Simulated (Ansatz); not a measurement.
# BeSe: a Se atom hops into a vacancy

Aim: the barrier for Se15 to jump 3.57 Å into the empty Se site beside it, in a 2×2×2 supercell of BeSe with one Se atom removed. The band relaxes its own ends first.

All numbers below are computed with Ansatz 0.2.0 (DFT PBE, plane waves, PAW, scalar-relativistic, no spin polarisation).

**1. The system as given**

The cell holds 15 atoms (Be8Se7): a = 7.147 Å, b = 7.147 Å, c = 7.147 Å, α = 60.00°, β = 60.00°, γ = 60.00°.

The empty site lies at (6.32, 3.80, 3.79) Å, and Se15 starts at (6.35, 6.33, 6.31) Å. All atoms were shaken by about 0.02 Å to break the symmetry.

Coordinates:

```xyz
15
Lattice="0.0000 5.0540 5.0540 5.0540 0.0000 5.0540 5.0540 5.0540 0.0000" Properties=species:S:1:pos:R:3 pbc="T T T"
Be   -0.0052    0.0021    0.0308
Se    1.2640    1.2458    1.2883
Be    2.5317    2.4911   -0.0049
Se    3.7941    3.7740    1.2753
Be    2.5275    0.0159    2.5217
Se    3.7642    1.2607    3.7973
Be    5.0630    2.5636    2.5452
Be    0.0118    2.5189    2.5421
Se    1.2777    3.8140    3.7766
Be    2.5055    5.0485    2.5613
Se    3.7844    6.2905    3.7553
Be    2.5283    2.5525    5.0697
Se    3.7945    3.8349    6.3151
Be    5.0568    5.0079    5.0800
Se    6.3482    6.3333    6.3146
```

**2. Nudged elastic band**

crystal.atoms is the first end and neb.final_atoms the second, which differs in Se15 alone.

The input, input.yaml:

```yaml
crystal:
  lattice:
    - [0.0, 5.054024, 5.054024]
    - [5.054024, 0.0, 5.054024]
    - [5.054024, 5.054024, 0.0]
  atoms:
    - { symbol: Be, position: [0.00376241, 0.00232255, -0.00335113] }
    - { symbol: Se, position: [0.12565325, 0.12925056, 0.12083877] }
    - { symbol: Be, position: [-0.00450001, 0.00353473, 0.49739596] }
    - { symbol: Se, position: [0.12417458, 0.12815898, 0.62255021] }
    - { symbol: Be, position: [0.00100674, 0.49794893, 0.0021487] }
    - { symbol: Se, position: [0.12800901, 0.62334246, 0.12144289] }
    - { symbol: Be, position: [0.00452336, 0.49906912, 0.50271651] }
    - { symbol: Be, position: [0.49952015, 0.00347168, -0.00113501] }
    - { symbol: Se, position: [0.62454554, 0.12270482, 0.13009553] }
    - { symbol: Be, position: [0.50497736, 0.00181478, 0.4939351] }
    - { symbol: Se, position: [0.61945347, 0.12358034, 0.62520635] }
    - { symbol: Be, position: [0.50394224, 0.49915255, 0.0011105] }
    - { symbol: Se, position: [0.62875921, 0.62076377, 0.13002293] }
    - { symbol: Be, position: [0.49772866, 0.50741551, 0.49313842] }
    - { symbol: Se, position: [0.62322965, 0.62618867, 0.62988344] }
kpoints:
  mp_grid: { grid: [3, 3, 3] }
magnetization:
  spin_polarized: false
scf:
  occupations: { method: fermi_dirac, width: 0.05 }
hamiltonian:
  pseudopotentials: { kind: paw }
  xc: pbe
basis:
  ecutwfc: 420
neb:
  images: 3
  relax_end_points: true
  climbing: true
  f_tol: 0.1
  max_iterations: 40
  order_check: false
  final_atoms:
    - { symbol: Be, position: [0.00376241, 0.00232255, -0.00335113] }
    - { symbol: Se, position: [0.12565325, 0.12925056, 0.12083877] }
    - { symbol: Be, position: [-0.00450001, 0.00353473, 0.49739596] }
    - { symbol: Se, position: [0.12417458, 0.12815898, 0.62255021] }
    - { symbol: Be, position: [0.00100674, 0.49794893, 0.0021487] }
    - { symbol: Se, position: [0.12800901, 0.62334246, 0.12144289] }
    - { symbol: Be, position: [0.00452336, 0.49906912, 0.50271651] }
    - { symbol: Be, position: [0.49952015, 0.00347168, -0.00113501] }
    - { symbol: Se, position: [0.62454554, 0.12270482, 0.13009553] }
    - { symbol: Be, position: [0.50497736, 0.00181478, 0.4939351] }
    - { symbol: Se, position: [0.61945347, 0.12358034, 0.62520635] }
    - { symbol: Be, position: [0.50394224, 0.49915255, 0.0011105] }
    - { symbol: Se, position: [0.62875921, 0.62076377, 0.13002293] }
    - { symbol: Be, position: [0.49772866, 0.50741551, 0.49313842] }
    - { symbol: Se, position: [0.12603959, 0.62424775, 0.62643694] }
```

The run is started by

```console
$ ansatz run input.yaml --threads 4 --pin off --max-ram 8192MiB --backend cpu --events-out ev --progress --plain --runs-dir out
```

What it wrote (excerpt; [...] marks lines left out):

```text
Warning: neb: disabling space-group detection — the band's intermediate images generally break the endpoint symmetry, so no spatial operation reduces the k-mesh or symmetrises the density, except that a semilocal band can use its path's symmetry ahead of convergence; time reversal is [...]
Warning: RAYON_NUM_THREADS=4 ignored (pool sized by the plan → 4); use --threads N
[...]
Pseudopotentials: kind: paw
Pseudopotential: Be, paw, valence charge 2, recommended cutoff 420 eV (normal), Be.paw.azcp
Pseudopotential: Se, paw, valence charge 16, recommended cutoff 420 eV (normal), Se.paw.azcp
Functional definition: PBE
[...]
parallel-image band execution: 3 concurrent image workers
NEB image 0
Crystal: 15 atoms, lattice volume = 258.191 Å³
Basis set: ecut = 420 eV, 5029 PW (Γ), exchange–correlation on 96×96×96 points (8 copies of the dense FFT grid, shifted against one another)
Bands: 79, of which v1, the nominal top of the filled ones, is band 64 counted from 1 (63 counted from 0)
Symmetry: 1 space group operations
k-points: 14 of 27 (time reversal used)
[...]
SCF iter   1: F=—  HF=-39033.408813 eV  |F-HF|=—  |Δ(HF+E_count)|=         —  Δρ=2.45e-3  dr2=5.23e-2  ethr=1.77e-3  ⟨swp⟩=9.4  Hψ=4753  notcnv=0  defer=28
[...]
NSCF: frozen V_eff on 14 k-points
NEB image 4
[...]
NSCF: frozen V_eff on 14 k-points
NEB end point (image 0): max|allowed force component| = 6.911e-1 eV/Å (the criterion of neb.relax_end_points is 2.000e-2)
NEB end point (image 4): max|allowed force component| = 7.707e-1 eV/Å (the criterion of neb.relax_end_points is 2.000e-2)
NEB image 0, for its relaxation
[...]
NEB image 0, for its relaxation
[...]
NEB image 0, for its relaxation
[...]
NEB image 0, for its relaxation
[...]
NEB image 0
[...]
NSCF: frozen V_eff on 14 k-points
NEB end point (image 0): relaxed in 23 SCF iterations, 0.179004 eV lower, largest move of an atom 0.127 Å; not tested for a saddle point
NEB image 4, for its relaxation
[...]
NEB image 4, for its relaxation
[...]
SCF iter   5: F=—  HF=-39033.540553 eV  |F-HF|=—  |Δ(HF+E_count)|=   5.22e-6  Δρ=3.16e-5  dr2=3.48e-6  ethr=1.68e-8  ⟨swp⟩=2.0  Hψ=1973  notcnv=0  defer=82
```

**3. The log goes on**

Output, continued (excerpt; [...] marks lines left out):

```text
SCF iter   6: F=—  HF=-39033.540552 eV  |F-HF|=—  |Δ(HF+E_count)|=   1.58e-6  Δρ=1.00e-5  dr2=2.50e-7  ethr=2.72e-9  ⟨swp⟩=2.0  Hψ=1935  notcnv=0  defer=82
[...]
NEB image 4, for its relaxation
[...]
NEB image 4, for its relaxation
[...]
NEB image 4
[...]
NSCF: frozen V_eff on 14 k-points
NEB end point (image 4): relaxed in 23 SCF iterations, 0.205306 eV lower, largest move of an atom 0.130 Å; not tested for a saddle point
NEB image 1
[...]
NEB image 2
[...]
NEB image 3
[...]
NEB iter   1: max|band force component| = 6.564e1 eV/Å  barrier→ = 19.6435 eV  barrier← = 19.6435 eV  Δτ_max = 0.1940 Å  (44 SCF iters)
[...]
NEB iter   2: max|band force component| = 2.678e1 eV/Å  barrier→ = 8.3339 eV  barrier← = 8.3338 eV  Δτ_max = 0.1504 Å  (26 SCF iters)
NEB image 1
[...]
NEB image 2
[...]
SCF iter   4: F=—  HF=-39028.523511 eV  |F-HF|=—  |Δ(HF+E_count)|=   1.97e-3  Δρ=5.60e-4  dr2=1.29e-3  ethr=3.92e-6  ⟨swp⟩=2.0  Hψ=1619  notcnv=0
```

**4. The log goes on**

The log, continued (excerpt; [...] marks lines left out):

```text
SCF iter   5: F=—  HF=-39028.523403 eV  |F-HF|=—  |Δ(HF+E_count)|=   1.08e-4  Δρ=1.32e-4  dr2=1.74e-4  ethr=1.01e-6  ⟨swp⟩=2.0  Hψ=1397  notcnv=0
[...]
NEB image 3
[...]
NEB iter   3: max|band force component| = 1.331e1 eV/Å  barrier→ = 5.0479 eV  barrier← = 5.0478 eV  Δτ_max = 0.1310 Å  (26 SCF iters)
[...]
NEB iter   8: max|band force component| = 2.199e-1 eV/Å  barrier→ = 2.6841 eV  barrier← = 2.6840 eV  CI = image 2  Δτ_max = 0.0684 Å  (18 SCF iters)
[...]
NEB iter  13: max|band force component| = 4.830e-1 eV/Å  barrier→ = 2.3839 eV  barrier← = 2.3838 eV  CI = image 2  Δτ_max = 0.2000 Å  (23 SCF iters)
[...]
NEB iter  18: max|band force component| = 7.781e-1 eV/Å  barrier→ = 1.7228 eV  barrier← = 1.7227 eV  CI = image 2  Δτ_max = 0.1006 Å  (21 SCF iters)
[...]
NEB iter  21: max|band force component| = 4.382e-1 eV/Å  barrier→ = 1.6989 eV  barrier← = 1.6988 eV  CI = image 2  Δτ_max = 0.0561 Å  (19 SCF iters)
[...]
WARN: NEB end point (image 4): the path dips 0.790174 eV below it before the top, so the barrier from the dip is that much higher. The path crosses a lower well, or the end point is a saddle point, which neb.relax_end_points tests for
[...]
    - { symbol: Se, position: [0.06467165944449317, 0.17807825100680108, 0.6551181288806338] }
    - { symbol: Be, position: [0.02582553602642415, 0.5084526129685785, -0.00011646317201879919] }
    - { symbol: Se, position: [0.06467370722199745, 0.656687236013217, 0.17651525890349234] }
    - { symbol: Be, position: [0.18582573079595915, 0.4625122917284635, 0.46094736119823865] }
    - { symbol: Be, position: [0.5150992582436376, -0.014723823273811831, -0.016281305392530115] }
    - { symbol: Se, position: [0.5901767023009487, 0.13461824912016687, 0.13306374335684085] }
    - { symbol: Be, position: [0.44414873064258964, -0.0017814772125083478, 0.5179606745777486] }
    - { symbol: Se, position: [0.6543347094167529, 0.07201212243206517, 0.6103026689318745] }
    - { symbol: Be, position: [0.4441567950333564, 0.5195167743470157, -0.003327152346891793] }
    - { symbol: Se, position: [0.6543499418753138, 0.6118613517217719, 0.07045232332782037] }
    - { symbol: Be, position: [0.4904649364523674, 0.44733880669904674, 0.4457761193199551] }
    - { symbol: Se, position: [0.3720938022856499, 0.6541589945210908, 0.6526241402638201] }
```

Run time: 12 min. Hardware: 4 threads of Arm Neoverse V1, shared host; peak memory 1.5 GiB.

**5. What the band shows**

The 3 inner images lie between the fixed ends 0 and 4. Energy is taken from image 0, and the path length is the program's own coordinate along the band.

| image | path (Å) | energy (eV) | Se15 x y z (Å) | band force (eV/Å) |
| --- | --- | --- | --- | --- |
| 0 | 0.000 | 0.0000 | 6.32 6.32 6.33 | - |
| 1 | 1.292 | 0.8310 | 6.31 5.89 5.90 | 0.005 |
| 2* | 2.584 | 1.6987 | 6.60 5.18 5.19 | 0.017 |
| 3 | 4.627 | -0.7901 | 6.41 4.13 4.14 | 0.097 |
| 4 | 6.670 | 0.0001 | 6.32 3.79 3.80 | - |

The star marks the climbing image.

image, energy (eV) and a bar:
```
        0      0.000 ##########
        1      0.831 ####################
        2      1.699 ##############################
        3     -0.790 
        4      0.000 ##########
```

How the highest energy settled:

| iteration | highest image above image 0 (eV) | largest band force (eV/Å) |
| --- | --- | --- |
| 1 | 19.6435 | 65.640 |
| 3 | 5.0479 | 13.310 |
| 5 | 2.8913 | 2.731 |
| 7 | 2.6984 | 0.246 |
| 9 | 2.6612 | 0.148 |
| 11 | 2.5580 | 0.212 |
| 13 | 2.3839 | 0.483 |
| 15 | 1.8875 | 0.809 |
| 17 | 1.7731 | 0.626 |
| 19 | 1.7033 | 0.755 |
| 21 | 1.6989 | 0.438 |
| 22 | 1.6987 | 0.097 |

The band as a trajectory file:

```xyz
15
Lattice="0.000 5.054 5.054 5.054 0.000 5.054 5.054 5.054 0.000" Properties=species:S:1:pos:R:3 pbc="T T T" image=0 dE=0.0000
Be   -0.002    0.003    0.011
Se    1.266    1.264    1.271
Be    2.467    2.589   -0.054
Se    3.792    3.790    1.272
Be    2.468   -0.060    2.595
Se    3.792    1.264    3.798
Be    5.118    2.589    2.597
Be   -0.002    2.524    2.532
Se    1.265    3.791    3.799
Be    2.532    5.057    2.532
Se    3.792    6.318    3.799
Be    2.532    2.524    5.065
Se    3.792    3.791    6.325
Be    5.117    4.993    5.000
Se    6.318    6.318    6.326
15
Lattice="0.000 5.054 5.054 5.054 0.000 5.054 5.054 5.054 0.000" Properties=species:S:1:pos:R:3 pbc="T T T" image=1 dE=0.8310
Be    0.164   -0.033   -0.025
Se    1.250    1.310    1.318
Be    2.643    2.471    0.135
Se    4.004    3.728    1.261
Be    2.643    0.127    2.479
Se    4.005    1.253    3.736
Be    4.946    3.143    3.150
Be   -0.117    2.541    2.549
Se    1.306    3.707    3.715
Be    2.487    4.957    2.313
Se    3.601    6.301    3.692
Be    2.487    2.306    4.965
Se    3.601    3.685    6.309
Be    4.908    4.737    4.745
Se    6.312    5.889    5.897
15
Lattice="0.000 5.054 5.054 5.054 0.000 5.054 5.054 5.054 0.000" Properties=species:S:1:pos:R:3 pbc="T T T" image=2 dE=1.6987
Be    0.288   -0.031   -0.023
Se    1.289    1.340    1.348
Be    2.569    2.692    0.138
Se    4.211    3.638    1.227
Be    2.569    0.130    2.700
Se    4.211    1.219    3.646
Be    4.667    3.269    3.277
Be   -0.157    2.521    2.529
Se    1.353    3.655    3.663
Be    2.609    4.863    2.236
Se    3.448    6.392    3.671
Be    2.609    2.228    4.870
Se    3.448    3.663    6.399
Be    4.514    4.732    4.740
Se    6.605    5.179    5.187
15
Lattice="0.000 5.054 5.054 5.054 0.000 5.054 5.054 5.054 0.000" Properties=species:S:1:pos:R:3 pbc="T T T" image=3 dE=-0.7901
Be    0.120    0.015    0.024
Se    1.269    1.305    1.313
Be    2.501    2.604    0.103
Se    3.976    3.740    1.229
Be    2.501    0.095    2.612
Se    3.976    1.221    3.748
Be    4.706    3.149    3.157
Be   -0.069    2.502    2.510
Se    1.188    3.737    3.745
Be    3.012    4.544    2.970
Se    3.614    6.441    3.758
Be    3.012    2.962    4.552
Se    3.614    3.750    6.449
Be    4.399    4.662    4.670
Se    6.406    4.128    4.136
15
Lattice="0.000 5.054 5.054 5.054 0.000 5.054 5.054 5.054 0.000" Properties=species:S:1:pos:R:3 pbc="T T T" image=4 dE=0.0001
Be   -0.004   -0.003    0.005
Se    1.263    1.264    1.272
Be    2.530    2.531    0.005
Se    3.790    3.791    1.272
Be    2.531   -0.003    2.539
Se    3.790    1.264    3.799
Be    5.114    2.467    2.475
Be   -0.004    2.531    2.539
Se    1.264    3.791    3.799
Be    2.468    5.113    2.476
Se    3.790    6.318    3.799
Be    2.466    2.467    5.123
Se    3.790    3.790    6.325
Be    5.112    5.113    5.121
Se    6.317    3.791    3.799
```

**6. Outcome**

| quantity | value |
| --- | --- |
| relaxation of the ends | 0.179 eV lower, moves up to 0.13 Å; 0.205 eV lower, moves up to 0.13 Å |
| barrier forwards | 1.70 eV |
| barrier backwards | 1.70 eV |
| second end relative to first | 0.000 eV |
| highest image | 2 of 0 to 4, climbing |
| band iterations | 22 |

**Reading.** Along this path the system climbs 1.70 eV from the first end (66 kT at 300 K). Both ends agree in energy to 1 meV. The band dips to -0.79 eV at image 3, below both ends, so a lower minimum lies on the way, and the climb from that dip is 2.49 eV. The input switches the test of curvatures off, so the top was not shown to be a first-order saddle. The cell of 15 atoms is small, so the barrier is not converged with size.
